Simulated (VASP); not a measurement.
Here is a VASP 6.6.1 calculation.

The input INCAR:

```
  PREC = Accurate
  ENCUT = 520
  EDIFF = 1E-6
  ISMEAR = -1
  SIGMA = 0.05
  LREAL = False
  LASPH = True
  NELM = 100
  ALGO = Normal
  ISIF = 2
  LWAVE = False
  LCHARG = False
  LDIPOL = True
  IDIPOL = 3
  DIPOL = 0.5 0.5 0.500
  GGA = PE
  EFIELD = 0.3
  LVHAR = True
  LVACPOTAV = True
```

KPOINTS

```
regular mesh
0
Gamma
  5 4 1
```

The input POSCAR:

```
Cs
1.0
    5.5837899523      0.0000000000      0.0000000000
    0.0000000000      7.8966714800      0.0000000000
    0.0000000000      0.0000000000     23.3756849285
Cs
4
Direct
    0.5000000000      0.5000000000      0.3208462136
    0.0000000000      0.0000000000      0.4402820712
    0.5000000000      0.5000000000      0.5597179288
    0.0000000000      0.0000000000      0.6791537864
```

Potentials or basis: VASP PAW PBE potentials, release 64 (Cs_sv).

The run is started by

```console
$ cat potpaw_PBE.64/Cs_sv/POTCAR > POTCAR
$ mpirun -np 1 vasp_std > vasp.out
```

(1) What does it give for the band gap on the k mesh?

(2) Predict the largest force.

Results:

(1) none (metal or under the smearing width).

(2) 0.019 eV/Å.
